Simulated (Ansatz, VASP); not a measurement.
## CsSnI3: VASP beside Ansatz

```
Cs I Sn
1.0
     6.20570    0.00000    0.00000
     0.00000    6.20570    0.00000
     0.00000    0.00000    6.20570
Cs I Sn
1 3 1
Direct
  0.00000 0.00000 0.00000
  0.50000 0.50000 0.00000
  0.50000 0.00000 0.50000
  0.00000 0.50000 0.50000
  0.50000 0.50000 0.50000
```

Alike in both runs: task relaxation of cell and atoms; functional revPBE; k mesh 5 × 5 × 5; occupations fermi-dirac, width 0.05 eV; no spin polarisation.

|  | VASP | Ansatz |
| --- | --- | --- |
| version | VASP 6.6.1 | Ansatz 0.2.0 |
| potentials or method | VASP PAW PBE potentials, release 64 (Cs_sv, I, Sn_d) | Ansatz PAW |
| plane-wave cutoff (eV) | 600 | 420 |
| valence electrons in the cell | 44 | 74 |

```tsv
	VASP	Ansatz	Ansatz less VASP
relaxed volume (Å³/atom)	52.13	52.18	+0.046
relaxed cell length with the largest relative difference (Å)	6.388	6.390	+0.0019
energy change over the relaxation (meV/atom)	-17	-17	-0.1
```

The two sets of potentials don't hold the same shells in valence.

Caveats: the PAW data sets were made with another functional, which shifts forces and pressure a little (VASP); the plane-wave basis is chosen anew once the cell has moved, so the energies of steps on either side of that aren't comparable (Ansatz); the PAW data sets come from PBE, with cores solved anew for the run's functional, which leaves a small shift of forces and pressure (Ansatz). revPBE gaps usually lie below the measured ones, often by a third to a half. Zero-point motion and thermal expansion aren't in these numbers.
